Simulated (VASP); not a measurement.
# Ta (Fm-3m) in VASP: further runs

One crystal, Ta, is run at these levels: r2SCAN, r2SCAN+rVV10; tasks: relaxation of cell and atoms.

Program: VASP 6.6.1. These are calculated values, not measurements. Logs are shortened: lines on timing, memory, paths and dates and some standing lists are left out, and cuts for length are marked.

## (1) The structure

The structure is cubic, space group Fm-3m (No. 225). The conventional cell has a = 4.160 Å, b = 4.160 Å, c = 4.160 Å, α = 90.00°, β = 90.00°, γ = 90.00°. Ta (site symmetry m-3m) is surrounded by 12 Ta at 2.94 Å.

This isn't the form of Ta at room conditions, which is bcc.

## (2) Relaxation of cell and atoms, r2SCAN

INCAR

```
SYSTEM = Ta
PREC     = Accurate       ! precision mode
ENCUT    = 600            ! plane-wave cutoff, eV
EDIFF    = 1E-7           ! SCF threshold, eV
ISMEAR   = 0              ! smearing method
SIGMA    = 0.1            ! smearing width, eV
LREAL    = .FALSE.        ! projectors in reciprocal space
LASPH    = .TRUE.         ! aspherical terms in the spheres
NELM     = 100            ! most SCF steps
ALGO     = Normal         ! electronic algorithm
ISIF     = 3              ! what is computed and relaxed
LWAVE    = .FALSE.        ! write WAVECAR
LCHARG   = .FALSE.        ! write CHGCAR
METAGGA  = R2SCAN         ! meta-GGA
LMIXTAU  = .TRUE.       
IBRION   = 2              ! ionic algorithm
NSW      = 90             ! ionic steps
EDIFFG   = -0.005         ! ionic threshold
```

KPOINTS

```
Automatic mesh
0
G
  18 18 18
  0 0 0
```

POSCAR

```
Ta
1.0
    0.0000000000      2.0800838200      2.0800838200
    2.0800838200      0.0000000000      2.0800838200
    2.0800838200      2.0800838200      0.0000000000
Ta
1
Direct
    0.0000000000      0.0000000000      0.0000000000
```

Potentials or basis: VASP PAW PBE potentials, release 64 (Ta_pv).

Run with:

```bash
$ cat potpaw_PBE.64/Ta_pv/POTCAR > POTCAR
$ mpirun -np 1 vasp_std > vasp.out
```

OUTCAR:

```text
SYSTEM = Ta
   PREC = Accurate
   ENCUT = 600
   EDIFF = 1E-7
   ISMEAR = 0
   LREAL = .FALSE.
   LASPH = .TRUE.
   NELM = 100
   ISIF = 3
   METAGGA = R2SCAN
   IBRION = 2
   NSW = 90
   EDIFFG = -0.005

 ion  position               nearest neighbor table
   1  0.000  0.000  0.000-

  LATTYP: Found a face centered cubic cell.
 ALAT       =     4.1601676400

  Lattice vectors:

 A1 = (   0.0000000000,   2.0800838200,   2.0800838200)
 A2 = (   2.0800838200,   0.0000000000,   2.0800838200)
 A3 = (   2.0800838200,   2.0800838200,   0.0000000000)

Analysis of symmetry for initial positions (statically):
=====================================================================
 Subroutine PRICEL returns:
 Original cell was already a primitive cell.

 Routine SETGRP: Setting up the symmetry group for a
 face centered cubic supercell.

 Subroutine GETGRP returns: Found 48 space group operations
 (whereof 48 operations were pure point group operations)
 out of a pool of 48 trial point group operations.

The static configuration has the point symmetry O_h .

Analysis of symmetry for dynamics (positions and initial velocities):
=====================================================================
 Subroutine PRICEL returns:
 Original cell was already a primitive cell.

 Routine SETGRP: Setting up the symmetry group for a
 face centered cubic supercell.

 Subroutine GETGRP returns: Found 48 space group operations
 (whereof 48 operations were pure point group operations)
 out of a pool of 48 trial point group operations.

The dynamic configuration has the point symmetry O_h .

 Subroutine INISYM returns: Found 48 space group operations
 (whereof 48 operations are pure point group operations),
 and found     1 'primitive' translations

----------------------------------------------------------------------------------------

                                     Primitive cell

  volume of cell :      18.0000

  direct lattice vectors                    reciprocal lattice vectors
     0.000000000  2.080083820  2.080083820    -0.240374929  0.240374929  0.240374929
     2.080083820  0.000000000  2.080083820     0.240374929 -0.240374929  0.240374929
     2.080083820  2.080083820  0.000000000     0.240374929  0.240374929 -0.240374929

  length of vectors
     2.941682749  2.941682749  2.941682749     0.416341589  0.416341589  0.416341589
[... 90 lines left out ...]
   NELECT =      11.0000    total number of electrons
   NUPDOWN=      -1.0000    fix difference up-down
   EMIN   =  10.00;   EMAX   =-10.00  energy-range for DOS
   EFERMI =   0.00;   METHOD = LEGACY
   ISMEAR =     0;   SIGMA  =   0.10  broadening in eV -4-tet -1-fermi 0-gaus
   EFERMI_NEDOS =   21; number of points for ismear=-14 and -15
   IALGO  =     38    algorithm
   IMIX   =      4    mixing-type and parameters
     AMIX     =   0.40;   BMIX     =  1.00
     AMIX_MAG =   1.60;   BMIX_MAG =  1.00
  volume/ion in A,a.u.               =      18.00       121.47
  Fermi-wavevector in a.u.,A,eV,Ry     =   1.389254  2.625309 26.259595  1.930026
  Thomas-Fermi vector in A             =   2.513302
   LORBIT       =      0    0 simple, 1 ext, 2 COOP (PROOUT), +10 PAW based schemes
   METAGGA = R2SCAN    functional components
   LHFCALC =     F    Hartree Fock is set to
   AEXX    =    0.0000 exact exchange contribution
   IVDW    =     0    specifies the selected vdW correction
   LEPSILON=     F    determine dielectric tensor
   LRPA    =     F    only Hartree local field effects (RPA)
 conjugate gradient relaxation of ions
 non-spin polarized calculation
 Gauss-broadening in eV      SIGMA  =   0.10
  energy-cutoff  :      600.00
  volume of cell :       18.00
 maximum number of plane-waves:       620
   NGX = 11   NGY = 11   NGZ = 11

--------------------------------------- Ionic step        1  -------------------------------------------

 number of electron      11.0000001 magnetization

 Free energy of the ion-electron system (eV)
  ---------------------------------------------------
  ext. energy  EPLUGINS =         0.00000000
  ---------------------------------------------------
  free energy    TOTEN  =       -48.32648777 eV

  energy without entropy =      -48.32092137  energy(sigma->0) =      -48.32370457

------------------------ aborting loop because EDIFF is reached ----------------------------------------

  FORCE on cell =-STRESS in cart. coord.  units (eV):
  Direction    XX          YY          ZZ          XY          YZ          ZX
  --------------------------------------------------------------------------------------
  -------------------------------------------------------------------------------------
  Total        0.8779378      0.8779378      0.8779378      0.0000000     -0.0000000      0.0000000
  in kB       78.1451146     78.1451146     78.1451146      0.0000000     -0.0000000      0.0000000
  external PRESSURE =      78.1451146 kB  Pullay stress =       0.0000000 kB
[... 92 lines left out ...]
--------------------------------------- Ionic step        4  -------------------------------------------

 number of electron      11.0000001 magnetization

 Free energy of the ion-electron system (eV)
  ---------------------------------------------------
  ext. energy  EPLUGINS =         0.00000000
  ---------------------------------------------------
  free energy    TOTEN  =       -48.34238477 eV

  energy without entropy =      -48.33694705  energy(sigma->0) =      -48.33966591

 E-fermi :   5.4506     XC(G=0): -13.5580

 val. band max:        5.4409057201   @ k =  -0.4444   0.0556   0.0000
 cond. band min:       5.4685827620   @ k =  -0.4444   0.3333   0.0556
 fundamental gap:      0.0276770419
 Fermi energy:         5.4505508067

 k-point     1 :       0.0000    0.0000    0.0000
  band No.  band energies     occupation
      1     -29.3561      2.00000
      2     -29.3561      2.00000
      3     -29.3561      2.00000
      4      -3.1477      2.00000
      5       5.9522      0.00000
      6       5.9522      0.00000
      7       5.9522      0.00000
      8       9.2284      0.00000
      9       9.2284      0.00000
[... 265 lines left out ...]
 k-point    24 :      -0.2222    0.0556    0.0000
  band No.  band energies     occupation
      1     -29.8922      2.00000
      2     -29.4607      2.00000
      3     -29.4128      2.00000
      4      -0.9688      2.00000
      5       4.6314      2.00000
      6       6.3574      0.00000
      7       6.5347      0.00000
      8       8.6590      0.00000
      9       9.6784      0.00000

 [... further k-points ...]
[... 5 lines left out ...]
  --------------------------------------------------------------------------------------
  -------------------------------------------------------------------------------------
  Total       -0.0005705     -0.0005705     -0.0005705      0.0000000     -0.0000000      0.0000000
  in kB       -0.0489502     -0.0489502     -0.0489502      0.0000000     -0.0000000      0.0000000
  external PRESSURE =      -0.0489502 kB  Pullay stress =       0.0000000 kB
[... 16 lines left out ...]
  FREE ENERGIE OF THE ION-ELECTRON SYSTEM (eV)
  ---------------------------------------------------
  free  energy   TOTEN  =       -48.3423847718 eV

  energy  without entropy=      -48.3369470530  energy(sigma->0) =      -48.33966591

 reached required accuracy - stopping structural energy minimisation
```

OSZICAR:

```text
N       E                     dE             d eps       ncg     rms          rms(c)
DAV:   1     0.145370133022E+02    0.14537E+02   -0.72781E+03  3510   0.134E+03
DAV:   2    -0.507820918153E+02   -0.65319E+02   -0.64317E+02  4350   0.273E+02
DAV:   3    -0.516215947058E+02   -0.83950E+00   -0.81175E+00  4352   0.308E+01
[... 53 lines left out ...]
DAV:   3    -0.483423813003E+02    0.92217E-05   -0.45035E-05  3572   0.814E-02    0.909E-03
DAV:   4    -0.483423730378E+02    0.82624E-05   -0.14168E-05  3635   0.474E-02    0.367E-03
DAV:   5    -0.483423848935E+02   -0.11856E-04   -0.61801E-06  3558   0.327E-02    0.893E-04
DAV:   6    -0.483423846245E+02    0.26903E-06   -0.23383E-07  3571   0.666E-03    0.876E-04
DAV:   7    -0.483423848315E+02   -0.20702E-06   -0.32932E-08  1776   0.289E-03    0.314E-04
DAV:   8    -0.483423847718E+02    0.59733E-07   -0.32715E-09  1758   0.771E-04
   4 F= -.48342385E+02 E0= -.48339666E+02  d E =-.158970E-01
```

Run time: 5 min. Hardware: 1 thread of Intel Xeon Platinum 8488C (Sapphire Rapids), shared host; peak memory 0.2 GiB.

Results:

* Free energy: -48.3424 eV
* Relaxed volume: 18.67 Å³/atom
* Relaxed cell: a = 2.978 Å, b = 2.978 Å, c = 2.978 Å, α = 60.00°, β = 60.00°, γ = 60.00°
* Space group after relaxing (to 0.05 Å): Fm-3m (No. 225)
* Energy gained by relaxing: 15.9 meV/atom
* Ionic steps: 4
* Pressure after relaxing: 0.0 GPa
* Band gap on the k mesh: none (metal or under the smearing width)

Step by step:
```tsv
step	energy change (eV)	largest force (eV/Å)	pressure (GPa)	volume (Å³)
1	0.0000	0.0000	7.81	18.00
2	0.0696	0.0000	-14.87	20.39
3	-0.0159	0.0000	-0.21	18.69
4	-0.0159	0.0000	0.00	18.67
```

Final structure:
```xyz
1
Lattice="0.0000 2.1057 2.1057 2.1057 0.0000 2.1057 2.1057 2.1057 0.0000" Properties=species:S:1:pos:R:3 pbc="T T T"
Ta    0.0000    0.0000    0.0000
```

Caveat: the PAW data sets were made with another functional, which shifts forces and pressure a little. Spin-orbit coupling is left out, which matters for the levels of Ta.

## (3) Relaxation of cell and atoms, r2SCAN+rVV10

INCAR: that of step 2 with these lines changed.

```diff
@@ -15,2 +15,6 @@
 LMIXTAU  = .TRUE.       
+LUSE_VDW = .TRUE.       
+IVDW_NL  = 2            
+BPARAM   = 11.95        
+CPARAM   = 0.0093       
 IBRION   = 2              ! ionic algorithm
```

KPOINTS is that of step 2.

POSCAR is that of step 2.

Potentials or basis: VASP PAW PBE potentials, release 64 (Ta_pv).

Run with:

```bash
$ cat potpaw_PBE.64/Ta_pv/POTCAR > POTCAR
$ mpirun -np 1 vasp_std > vasp.out
```

OUTCAR:

```text
SYSTEM = Ta
   PREC = Accurate
   ENCUT = 600
   EDIFF = 1E-7
   ISMEAR = 0
   LREAL = .FALSE.
   LASPH = .TRUE.
   NELM = 100
   ISIF = 3
   METAGGA = R2SCAN
   IVDW_NL = 2
   BPARAM = 11.95
   IBRION = 2
   NSW = 90
   EDIFFG = -0.005

 ion  position               nearest neighbor table
   1  0.000  0.000  0.000-

  LATTYP: Found a face centered cubic cell.
 ALAT       =     4.1601676400

  Lattice vectors:

 A1 = (   0.0000000000,   2.0800838200,   2.0800838200)
 A2 = (   2.0800838200,   0.0000000000,   2.0800838200)
 A3 = (   2.0800838200,   2.0800838200,   0.0000000000)

Analysis of symmetry for initial positions (statically):
=====================================================================
 Subroutine PRICEL returns:
 Original cell was already a primitive cell.

 Routine SETGRP: Setting up the symmetry group for a
 face centered cubic supercell.

 Subroutine GETGRP returns: Found 48 space group operations
 (whereof 48 operations were pure point group operations)
 out of a pool of 48 trial point group operations.

The static configuration has the point symmetry O_h .
[... 171 lines left out ...]
  Total        0.7497629      0.7497629      0.7497629      0.0000000     -0.0000000      0.0000000
  in kB       66.7362812     66.7362812     66.7362812      0.0000000     -0.0000000      0.0000000
  external PRESSURE =      66.7362812 kB  Pullay stress =       0.0000000 kB
[... 92 lines left out ...]
--------------------------------------- Ionic step        4  -------------------------------------------

 number of electron      11.0000001 magnetization

 Free energy of the ion-electron system (eV)
  ---------------------------------------------------
  ext. energy  EPLUGINS =         0.00000000
  ---------------------------------------------------
  free energy    TOTEN  =       -48.16666383 eV

  energy without entropy =      -48.16125346  energy(sigma->0) =      -48.16395865

 E-fermi :   5.4844     XC(G=0): -13.6074

 val. band max:        5.4735925465   @ k =  -0.4444   0.0556   0.0000
 cond. band min:       5.5076805833   @ k =  -0.4444   0.3333   0.0556
 fundamental gap:      0.0340880368
 Fermi energy:         5.4843988103

 k-point     1 :       0.0000    0.0000    0.0000
  band No.  band energies     occupation
      1     -29.2785      2.00000
      2     -29.2785      2.00000
      3     -29.2785      2.00000
      4      -3.1493      2.00000
      5       5.9892      0.00000
      6       5.9892      0.00000
      7       5.9892      0.00000
      8       9.2912      0.00000
      9       9.2912      0.00000
[... 265 lines left out ...]
 k-point    24 :      -0.2222    0.0556    0.0000
  band No.  band energies     occupation
      1     -29.8260      2.00000
      2     -29.3852      2.00000
      3     -29.3363      2.00000
      4      -0.9580      2.00000
      5       4.6589      2.00000
      6       6.3956      0.00000
      7       6.5745      0.00000
      8       8.7147      0.00000
      9       9.7444      0.00000

 [... further k-points ...]

------------------------ aborting loop because EDIFF is reached ----------------------------------------

  FORCE on cell =-STRESS in cart. coord.  units (eV):
  Direction    XX          YY          ZZ          XY          YZ          ZX
  --------------------------------------------------------------------------------------
  -------------------------------------------------------------------------------------
  Total       -0.0005976     -0.0005976     -0.0005976     -0.0000000      0.0000000      0.0000000
  in kB       -0.0515571     -0.0515571     -0.0515571     -0.0000000      0.0000000      0.0000000
  external PRESSURE =      -0.0515571 kB  Pullay stress =       0.0000000 kB
[... 16 lines left out ...]
  FREE ENERGIE OF THE ION-ELECTRON SYSTEM (eV)
  ---------------------------------------------------
  free  energy   TOTEN  =       -48.1666638349 eV

  energy  without entropy=      -48.1612534649  energy(sigma->0) =      -48.16395865

 reached required accuracy - stopping structural energy minimisation
```

CONTCAR:

```text
Ta
   1.00000000000000
     0.0000000000000000    2.1018317089595357    2.1018317089595357
     2.1018317089595357    0.0000000000000000    2.1018317089595357
     2.1018317089595357    2.1018317089595357    0.0000000000000000
  Ta
     1
Direct
     0.0000000000000000    0.0000000000000000    0.0000000000000000

  0.00000000E+00  0.00000000E+00  0.00000000E+00
```

Wall time 7.1 min (1 thread of Intel Xeon Platinum 8488C (Sapphire Rapids), shared host); peak memory 0.26 GiB.

What came out:

```
Free energy                            : -48.1667 eV
Relaxed volume                         : 18.57 Å³/atom
Relaxed cell                           : a = 2.972 Å, b = 2.972 Å, c = 2.972 Å, α = 60.00°, β = 60.00°, γ = 60.00°
Space group after relaxing (to 0.05 Å) : Fm-3m (No. 225)
Energy gained by relaxing              : 11.6 meV/atom
Ionic steps                            : 4
Pressure after relaxing                : 0.0 GPa
Band gap on the k mesh                 : none (metal or under the smearing width)
```

The path:
| step | energy change (eV) | largest force (eV/Å) | pressure (GPa) | volume (Å³) |
| --- | --- | --- | --- | --- |
| 1 | 0.0000 | 0.0000 | 6.67 | 18.00 |
| 2 | 0.0525 | 0.0000 | -13.27 | 20.02 |
| 3 | -0.0116 | 0.0000 | -0.15 | 18.58 |
| 4 | -0.0116 | 0.0000 | -0.01 | 18.57 |

Final structure:
```
Ta
1.0
     0.00000    2.10183    2.10183
     2.10183    0.00000    2.10183
     2.10183    2.10183    0.00000
Ta
1
Direct
  0.00000 0.00000 0.00000
```

Caveat: the PAW data sets were made with another functional, which shifts forces and pressure a little.
